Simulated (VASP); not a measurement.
# MoH6 (P-3m1) in VASP: notebook

Runs on MoH6. Level: PBE. Tasks: relaxation of cell and atoms.

Program: VASP 6.6.1. These are calculated values, not measurements. Logs are shortened: lines on timing, memory, paths and dates and some standing lists are left out, and cuts for length are marked.

### 1 The crystal as given

It takes space group P-3m1 (No. 164, trigonal). Conventional cell: a = 2.807 Å, b = 2.807 Å, c = 20.015 Å, α = 90.00°, β = 90.00°, γ = 120.00°. H (site symmetry 3m) is surrounded by 3 Mo at 1.93 Å. H (site symmetry 3m) has 1 H at 0.75 Å as nearest neighbours. H (site symmetry 3m) has 1 H at 0.75 Å as nearest neighbours. H (site symmetry 3m) is surrounded by 1 H at 0.75 Å. H (site symmetry 3m) is surrounded by 1 H at 0.75 Å. H (site symmetry 3m) has 1 H at 0.75 Å as nearest neighbours. Mo (site symmetry 3m) is surrounded by 3 H at 1.93 Å.

The cell was built by a generator and needn't be a form met in nature.

### 2 Relaxation of cell and atoms, PBE

Input file INCAR:

```
PREC = Accurate
ENCUT = 520
EDIFF = 1E-6
ISMEAR = 0
SIGMA = 0.1
LREAL = False
LASPH = True
NELM = 120
ALGO = Normal
ISIF = 3
LWAVE = False
LCHARG = False
GGA = PE
IBRION = 2
NSW = 90
EDIFFG = -0.01
KPAR = 8
```

Input file KPOINTS:

```
Automatic mesh
0
Gamma
  12 12 2
```

Input file POSCAR:

```
MoH6
1.0
    2.8071538900      0.0000000000      0.0000000000
   -1.4035769500      2.4310665800      0.0000000000
    0.0000000000      0.0000000000     20.0150000000
H Mo
12 2
Direct
    0.0000000000      0.0000000000      0.8896327800
    0.0000000000      0.0000000000      0.1103672200
    0.6666666700      0.3333333300      0.6455158600
    0.6666666700      0.3333333300      0.6080439700
    0.3333333300      0.6666666700      0.7716712500
    0.3333333300      0.6666666700      0.7341493900
    0.0000000000      0.0000000000      0.4812390700
    0.0000000000      0.0000000000      0.5187609300
    0.6666666700      0.3333333300      0.2283287500
    0.6666666700      0.3333333300      0.2658506100
    0.3333333300      0.6666666700      0.3544841400
    0.3333333300      0.6666666700      0.3919560300
    0.6666666700      0.3333333300      0.9418935800
    0.3333333300      0.6666666700      0.0581064200
```

Potentials or basis: VASP PAW PBE potentials, release 64 (H, Mo_sv).

Started as:

```bash
$ cat potpaw_PBE.64/H/POTCAR potpaw_PBE.64/Mo_sv/POTCAR > POTCAR
$ mpirun -np 8 vasp_std > vasp.out
```

OUTCAR:

```text
PREC = Accurate
   ENCUT = 520
   EDIFF = 1E-6
   ISMEAR = 0
   LREAL = False
   LASPH = True
   NELM = 120
   ISIF = 3
   GGA = PE
   IBRION = 2
   NSW = 90
   EDIFFG = -0.01

 ion  position               nearest neighbor table
   1  0.000  0.000  0.890-  13 1.93  13 1.93  13 1.93
   2  0.000  0.000  0.110-  14 1.93  14 1.93  14 1.93
   3  0.667  0.333  0.646-   4 0.75
   4  0.667  0.333  0.608-   3 0.75
   5  0.333  0.667  0.772-   6 0.75
   6  0.333  0.667  0.734-   5 0.75
   7  0.000  0.000  0.481-   8 0.75
   8  0.000  0.000  0.519-   7 0.75
   9  0.667  0.333  0.228-  10 0.75
  10  0.667  0.333  0.266-   9 0.75
  11  0.333  0.667  0.354-  12 0.75
  12  0.333  0.667  0.392-  11 0.75
  13  0.667  0.333  0.942-   1 1.93   1 1.93   1 1.93  14 2.83  14 2.83  14 2.83
  14  0.333  0.667  0.058-   2 1.93   2 1.93   2 1.93  13 2.83  13 2.83  13 2.83

  LATTYP: Found a hexagonal cell.
 ALAT       =     2.8071538900
 C/A-ratio  =     7.1299974224

  Lattice vectors:

 A1 = (   2.8071538900,   0.0000000000,   0.0000000000)
 A2 = (  -1.4035769500,   2.4310665800,   0.0000000000)
 A3 = (   0.0000000000,   0.0000000000,  20.0150000000)

Analysis of symmetry for initial positions (statically):
=====================================================================
 Subroutine PRICEL returns:
 Original cell was already a primitive cell.

 Routine SETGRP: Setting up the symmetry group for a
 hexagonal supercell.

 Subroutine GETGRP returns: Found 12 space group operations
 (whereof 12 operations were pure point group operations)
 out of a pool of 24 trial point group operations.

The static configuration has the point symmetry D_3d.

Analysis of symmetry for dynamics (positions and initial velocities):
=====================================================================
 Subroutine PRICEL returns:
 Original cell was already a primitive cell.

 Routine SETGRP: Setting up the symmetry group for a
 hexagonal supercell.

 Subroutine GETGRP returns: Found 12 space group operations
 (whereof 12 operations were pure point group operations)
 out of a pool of 24 trial point group operations.

The dynamic configuration has the point symmetry D_3d.

 Subroutine INISYM returns: Found 12 space group operations
 (whereof 12 operations are pure point group operations),
 and found     1 'primitive' translations

----------------------------------------------------------------------------------------

                                     Primitive cell

  volume of cell :     136.5899

  direct lattice vectors                    reciprocal lattice vectors
     2.807153890  0.000000000  0.000000000     0.356232697  0.205671044  0.000000000
    -1.403576950  2.431066580  0.000000000     0.000000000  0.411342087  0.000000000
     0.000000000  0.000000000 20.015000000     0.000000000  0.000000000  0.049962528

  length of vectors
     2.807153890  2.807153892 20.015000000     0.411342087  0.411342087  0.049962528

  position of ions in fractional coordinates (direct lattice)
     0.000000000  0.000000000  0.889632780
     0.000000000  0.000000000  0.110367220
     0.666666670  0.333333330  0.645515860
     0.666666670  0.333333330  0.608043970
     0.333333330  0.666666670  0.771671250
     0.333333330  0.666666670  0.734149390
     0.000000000  0.000000000  0.481239070
     0.000000000  0.000000000  0.518760930
     0.666666670  0.333333330  0.228328750
     0.666666670  0.333333330  0.265850610
     0.333333330  0.666666670  0.354484140
     0.333333330  0.666666670  0.391956030
     0.666666670  0.333333330  0.941893580
     0.333333330  0.666666670  0.058106420

  ion indices of the primitive-cell ions
   primitive index   ion index
                 1           1
                 2           2
                 3           3
                 4           4
                 5           5
                 6           6
                 7           7
                 8           8
                 9           9
                10          10
                11          11
                12          12
[... 53 lines left out ...]

------------------------ aborting loop because EDIFF is reached ----------------------------------------

  FORCE on cell =-STRESS in cart. coord.  units (eV):
  Direction    XX          YY          ZZ          XY          YZ          ZX
  --------------------------------------------------------------------------------------
  -------------------------------------------------------------------------------------
  Total        0.9758335      0.9758335     -0.3090542     -0.0000000      0.0000000      0.0000000
  in kB       11.4463663     11.4463663     -3.6251543     -0.0000000      0.0000000      0.0000000
  external PRESSURE =       6.4225261 kB  Pullay stress =       0.0000000 kB
[... 125 lines left out ...]
  FREE ENERGIE OF THE ION-ELECTRON SYSTEM (eV)
  ---------------------------------------------------
  free  energy   TOTEN  =       -61.3434753833 eV

  energy  without entropy=      -61.3291101974  energy(sigma->0) =      -61.33629279

 E-fermi :  -0.0096     XC(G=0):  -7.5898

 val. band max:       -0.0470851617   @ k =   0.4167   0.0000   0.5000
 cond. band min:       0.0190902051   @ k =   0.1667  -0.0000   0.0000
 fundamental gap:      0.0661753669
 Fermi energy:        -0.0096025778

 k-point     1 :       0.0000    0.0000    0.0000
  band No.  band energies     occupation
      1     -60.8482      2.00000
      2     -60.7219      2.00000
      3     -35.2697      2.00000
      4     -34.5731      2.00000
      5     -34.3498      2.00000
      6     -34.3498      2.00000
[... 733 lines left out ...]
     27       5.5053      0.00000
     28       5.8544      0.00000

 [... further k-points ...]

[... ionic steps 4 to 28 ...]

--------------------------------------- Ionic step       29  -------------------------------------------

 number of electron      40.0000006 magnetization

------------------------ aborting loop because EDIFF is reached ----------------------------------------

  FORCE on cell =-STRESS in cart. coord.  units (eV):
  Direction    XX          YY          ZZ          XY          YZ          ZX
  --------------------------------------------------------------------------------------
  -------------------------------------------------------------------------------------
  Total        0.0997485      0.0997485      0.3270577     -0.0000000      0.0000000      0.0000000
  in kB        1.0990673      1.0990673      3.6036472     -0.0000000      0.0000000      0.0000000
  external PRESSURE =       1.9339273 kB  Pullay stress =       0.0000000 kB
[... 81 lines left out ...]
  energy  without entropy=      -61.3509744328  energy(sigma->0) =      -61.35692603

--------------------------------------- Ionic step       31  -------------------------------------------

 number of electron      40.0000005 magnetization

 Free energy of the ion-electron system (eV)
  ---------------------------------------------------
  ext. energy  EPLUGINS =         0.00000000
  ---------------------------------------------------
  free energy    TOTEN  =       -61.36288089 eV

  energy without entropy =      -61.35100064  energy(sigma->0) =      -61.35694076

 E-fermi :   0.0109     XC(G=0):  -7.5827

 val. band max:       -0.0140036896   @ k =   0.4167   0.0000   0.5000
 cond. band min:       0.0408694960   @ k =   0.1667  -0.0000   0.0000
 fundamental gap:      0.0548731856
 Fermi energy:         0.0109131203

 k-point     1 :       0.0000    0.0000    0.0000
  band No.  band energies     occupation
      1     -60.8601      2.00000
      2     -60.7431      2.00000
      3     -35.2691      2.00000
      4     -34.6083      2.00000
      5     -34.3638      2.00000
      6     -34.3638      2.00000
[... 733 lines left out ...]
     27       5.4907      0.00000
     28       5.8426      0.00000

 [... further k-points ...]

------------------------ aborting loop because EDIFF is reached ----------------------------------------

  FORCE on cell =-STRESS in cart. coord.  units (eV):
  Direction    XX          YY          ZZ          XY          YZ          ZX
  --------------------------------------------------------------------------------------
  -------------------------------------------------------------------------------------
  Total        0.0266645      0.0266645     -0.0226286     -0.0000000      0.0000000      0.0000000
  in kB        0.2927477      0.2927477     -0.2484381     -0.0000000      0.0000000      0.0000000
  external PRESSURE =       0.1123524 kB  Pullay stress =       0.0000000 kB
[... 29 lines left out ...]
  FREE ENERGIE OF THE ION-ELECTRON SYSTEM (eV)
  ---------------------------------------------------
  free  energy   TOTEN  =       -61.3628808886 eV

  energy  without entropy=      -61.3510006371  energy(sigma->0) =      -61.35694076

 reached required accuracy - stopping structural energy minimisation
```

It took 14 min on 8 MPI ranks of Intel Xeon Platinum 8488C (Sapphire Rapids), shared host; peak memory 0.38 GiB.

What came out:

```yaml
Free_energy: -61.3629 eV
Relaxed_volume: 10.42 Å³/atom
Relaxed_cell: a = 2.830 Å, b = 2.830 Å, c = 21.044 Å, α = 90.00°, β = 90.00°, γ = 120.00°
Space_group_after_relaxing_to_0.05_Å: P-3m1 (No. 164)
Energy_gained_by_relaxing: 1.7 meV/atom
Ionic_steps: 31
Pressure_after_relaxing: 0.0 GPa
Largest_force_after_relaxing: 0.009 eV/Å
Band_gap_on_the_k_mesh: none (metal or under the smearing width)
```

Forces on the atoms (eV/Å):
```
H    0.000  0.000 -0.003
H    0.000  0.000  0.003
H    0.000  0.000 -0.007
H    0.000  0.000  0.009
H    0.000  0.000  0.003
H    0.000  0.000  0.008
H    0.000  0.000 -0.006
H    0.000  0.000  0.006
H    0.000  0.000 -0.003
H    0.000  0.000 -0.008
H    0.000  0.000  0.007
H    0.000  0.000 -0.009
Mo   0.000  0.000  0.004
Mo   0.000  0.000 -0.004
```

The path:
```
step  energy change (eV)  largest force (eV/Å)  pressure (GPa)  volume (Å³)
   1              0.0000                0.2195            0.64       136.59
   2             -0.0015                0.3570            0.89       137.36
   3             -0.0049                0.1305            0.77       137.02
   4             -0.0089                0.1218            0.09       138.26
   5             -0.0090                0.1083            0.18       138.08
   6             -0.0103                0.0938            0.03       138.46
   7             -0.0109                0.0936           -0.18       139.00
   8             -0.0117                0.0892           -0.14       139.15
   9             -0.0121                0.1647           -0.09       139.35
  10             -0.0126                0.1389           -0.05       139.41
  11             -0.0138                0.0620           -0.05       139.59
  12             -0.0140                0.0884            0.01       139.94
  13             -0.0142                0.0341           -0.02       139.79
  14             -0.0145                0.0241            0.02       139.82
  15             -0.0150                0.0481            0.14       139.90
  16             -0.0147                0.1679            0.38       140.06
  17             -0.0151                0.0926            0.22       139.96
  18             -0.0152                0.0875            0.23       139.98
  19             -0.0156                0.0720            0.24       140.06
  20             -0.0162                0.0489            0.27       140.22
  21             -0.0170                0.0918            0.32       140.53
  22             -0.0170                0.1037            0.34       140.61
  23             -0.0177                0.0886            0.33       140.84
  24             -0.0195                0.0613            0.31       141.51
  25             -0.0218                0.0671            0.29       142.86
  26             -0.0210                0.2652            0.29       145.56
  27             -0.0222                0.1458            0.29       143.98
  28             -0.0234                0.1056            0.25       144.64
  29             -0.0238                0.0965            0.19       145.41
  30             -0.0243                0.0110            0.00       145.97
  31             -0.0243                0.0087            0.01       145.93
```

Final structure:
```
H Mo
1.0
     2.82977    0.00000    0.00000
    -1.41488    2.45065    0.00000
     0.00000    0.00000   21.04351
H Mo
12 2
Direct
  0.00000 0.00000 0.89645
  0.00000 0.00000 0.10355
  0.66667 0.33333 0.64439
  0.66667 0.33333 0.60886
  0.33333 0.66667 0.77186
  0.33333 0.66667 0.73633
  0.00000 0.00000 0.48225
  0.00000 0.00000 0.51775
  0.66667 0.33333 0.22814
  0.66667 0.33333 0.26367
  0.33333 0.66667 0.35561
  0.33333 0.66667 0.39114
  0.66667 0.33333 0.94552
  0.33333 0.66667 0.05448
```

### 3 Relaxation of cell and atoms, PBE

This run uses another cell than the first one, of 10.42 Å³/atom, 1.068 times its volume.

INCAR, as its differences from that of step 2:

```diff
@@ -2,3 +2,3 @@
 ENCUT = 520
-EDIFF = 1E-6
+EDIFF = 1E-7
 ISMEAR = 0
@@ -14,4 +14,5 @@
 IBRION = 2
-NSW = 90
-EDIFFG = -0.01
+NSW = 60
+EDIFFG = -0.005
+POTIM = 0.3
 KPAR = 8
```

KPOINTS is that of step 2.

Input file POSCAR:

```
MoH6                                    
1.0
    2.8297694794     -0.0000000000     -0.0000000000
   -1.4148847448      2.4506522550      0.0000000000
   -0.0000000000      0.0000000000     21.0435073799
  H               Mo            
    12     2
Direct
     0.0000000000000000    0.0000000000000000    0.8964455041529971
     0.0000000000000000    0.0000000000000000    0.1035544958470031
     0.6666666699999979    0.3333333300000021    0.6443883615624389
     0.6666666699999979    0.3333333300000021    0.6088594357670324
     0.3333333300000021    0.6666666699999979    0.7718646124368291
     0.3333333300000021    0.6666666699999979    0.7363281942231051
     0.0000000000000000    0.0000000000000000    0.4822450762312165
     0.0000000000000000    0.0000000000000000    0.5177549237687834
     0.6666666699999979    0.3333333300000021    0.2281353875631709
     0.6666666699999979    0.3333333300000021    0.2636718057768951
     0.3333333300000021    0.6666666699999979    0.3556116384375610
     0.3333333300000021    0.6666666699999979    0.3911405642329677
     0.6666666699999979    0.3333333300000021    0.9455205438737431
     0.3333333300000021    0.6666666699999979    0.0544794561262571
```

Potentials or basis: VASP PAW PBE potentials, release 64 (H, Mo_sv).

Started as:

```bash
$ cat potpaw_PBE.64/H/POTCAR potpaw_PBE.64/Mo_sv/POTCAR > POTCAR
$ mpirun -np 8 vasp_std > vasp.out
```

Run time: 11 min. Hardware: 8 MPI ranks of Intel Xeon Platinum 8488C (Sapphire Rapids), shared host; peak memory 0.42 GiB.

The run converged. Its results:

```yaml
Free_energy: -61.3815 eV
Relaxed_volume: 10.63 Å³/atom
Relaxed_cell: a = 2.831 Å, b = 2.831 Å, c = 21.439 Å, α = 90.00°, β = 90.00°, γ = 120.00°
Space_group_after_relaxing_to_0.05_Å: P-3m1 (No. 164)
Energy_gained_by_relaxing: 0.1 meV/atom
Ionic_steps: 40
Pressure_after_relaxing: 0.0 GPa
Largest_force_after_relaxing: 0.004 eV/Å
Band_gap_on_the_k_mesh: none (metal or under the smearing width)
```

Forces on the atoms (eV/Å):
```
H    0.000  0.000  0.001
H    0.000  0.000 -0.001
H    0.000  0.000  0.002
H    0.000  0.000  0.000
H    0.000  0.000  0.004
H    0.000  0.000  0.004
H    0.000  0.000  0.001
H    0.000  0.000 -0.001
H    0.000  0.000 -0.004
H    0.000  0.000 -0.004
H    0.000  0.000 -0.002
H    0.000  0.000  0.000
Mo   0.000  0.000  0.003
Mo   0.000  0.000 -0.003
```

The path:
```csv
step,energy change (eV),largest force (eV/Å),pressure (GPa),volume (Å³)
1,0.0000,0.0144,0.08,145.93
2,0.0000,0.0095,0.07,146.00
3,-0.0001,0.0221,0.07,146.04
4,-0.0001,0.0186,0.05,146.08
5,-0.0001,0.0097,-0.01,146.21
6,-0.0001,0.0214,-0.11,146.47
7,-0.0001,0.0135,-0.04,146.29
8,-0.0002,0.0138,-0.03,146.30
9,-0.0002,0.0208,-0.02,146.32
10,-0.0002,0.0635,0.01,146.37
11,-0.0002,0.0496,0.00,146.35
12,-0.0002,0.0487,0.00,146.36
13,-0.0003,0.0462,0.01,146.37
14,-0.0003,0.0414,0.02,146.38
15,-0.0004,0.0317,0.04,146.41
16,-0.0005,0.0318,0.09,146.48
17,-0.0004,0.0580,0.18,146.61
18,-0.0005,0.0423,0.12,146.53
19,-0.0006,0.0294,0.11,146.61
20,-0.0007,0.0339,0.08,146.83
21,-0.0007,0.0452,0.07,146.94
22,-0.0008,0.0342,0.07,147.06
23,-0.0009,0.0452,0.06,147.25
24,-0.0010,0.0352,0.04,147.42
25,-0.0013,0.0240,-0.03,147.92
26,-0.0011,0.0597,-0.17,148.94
27,-0.0013,0.0275,-0.07,148.23
28,-0.0014,0.0237,-0.07,148.34
29,-0.0014,0.0422,-0.06,148.38
30,-0.0015,0.0355,-0.05,148.42
31,-0.0016,0.0155,0.00,148.55
32,-0.0015,0.0387,0.09,148.80
33,-0.0016,0.0175,0.02,148.62
34,-0.0016,0.0096,0.02,148.64
35,-0.0016,0.0115,0.02,148.66
36,-0.0016,0.0055,0.02,148.69
37,-0.0016,0.0093,0.02,148.70
38,-0.0016,0.0066,0.01,148.72
39,-0.0017,0.0092,-0.02,148.80
40,-0.0017,0.0043,-0.02,148.81
```

Final structure:
```yaml
crystal:
  lattice:
    - [2.83106, 0.00000, 0.00000]
    - [-1.41553, 2.45177, 0.00000]
    - [0.00000, 0.00000, 21.43896]
  atoms:
    - { symbol: H, position: [0.00000, 0.00000, 0.89835] }
    - { symbol: H, position: [0.00000, 0.00000, 0.10165] }
    - { symbol: H, position: [0.66667, 0.33333, 0.64426] }
    - { symbol: H, position: [0.66667, 0.33333, 0.60941] }
    - { symbol: H, position: [0.33333, 0.66667, 0.77268] }
    - { symbol: H, position: [0.33333, 0.66667, 0.73781] }
    - { symbol: H, position: [0.00000, 0.00000, 0.48257] }
    - { symbol: H, position: [0.00000, 0.00000, 0.51743] }
    - { symbol: H, position: [0.66667, 0.33333, 0.22732] }
    - { symbol: H, position: [0.66667, 0.33333, 0.26219] }
    - { symbol: H, position: [0.33333, 0.66667, 0.35574] }
    - { symbol: H, position: [0.33333, 0.66667, 0.39059] }
    - { symbol: Mo, position: [0.66667, 0.33333, 0.94652] }
    - { symbol: Mo, position: [0.33333, 0.66667, 0.05348] }
```

Levels at points of the mesh, in eV from the Fermi level:
```csv
k point,band 18,band 19,band 20,band 21,band 22,band 23
"(0.00, 0.00, 0.00)",-1.07,-0.76,-0.76,-0.59,-0.59,1.70
"(0.50, 0.00, 0.00)",-1.31,-0.51,-0.09,2.33,2.48,2.81
"(0.00, 0.00, 0.50)",-1.07,-0.76,-0.76,-0.59,-0.59,1.70
"(0.50, 0.00, 0.50)",-1.31,-0.51,-0.09,2.33,2.48,2.81
```
